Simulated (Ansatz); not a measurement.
Space group P6_3/mmc (No. 194). a = 4.888 Å, b = 4.888 Å, c = 6.163 Å, α = 90.00°, β = 90.00°, γ = 120.00°
```
atom site symmetry x y z
  Sc    2a      -3m.  0.0000  0.0000  0.0000
  Sc    2d      -6m2  0.3333  0.6667  0.7500
  Al    2c      -6m2  0.3333  0.6667  0.2500
```

Equation of state of this Sc2Al structure (not necessarily the ground state), with shape and atoms relaxed at each volume where symmetry leaves them free. It has no gap at any of these volumes. Method: DFT r2SCAN, scalar-relativistic, plane waves, PAW in Ansatz 0.2.0.

Plane waves to 500 eV, a k mesh through Γ of 12×12×6 on the computed 6-atom cell and Gaussian smearing (0.10 eV); no spin polarisation.

| V (Å³/atom) | E − E(largest V) (meV/atom) | P (GPa) |
| --- | --- | --- |
| 18.704 | 43.07 | 11.86 |
| 19.342 | 3.29 | 8.24 |
| 19.980 | -23.02 | 5.10 |
| 20.617 | -37.67 | 2.37 |
| 21.255 | -42.21 | 0.00 |
| 21.893 | -37.95 | -2.06 |
| 22.530 | -26.05 | -3.86 |
| 23.381 | 0.00 | -5.87 |

**Question.** Fit a third-order Birch–Murnaghan equation to E(V).

**Answer.** V0 = 21.25 Å³/atom, B0 = 74 GPa, B0' = 3.7.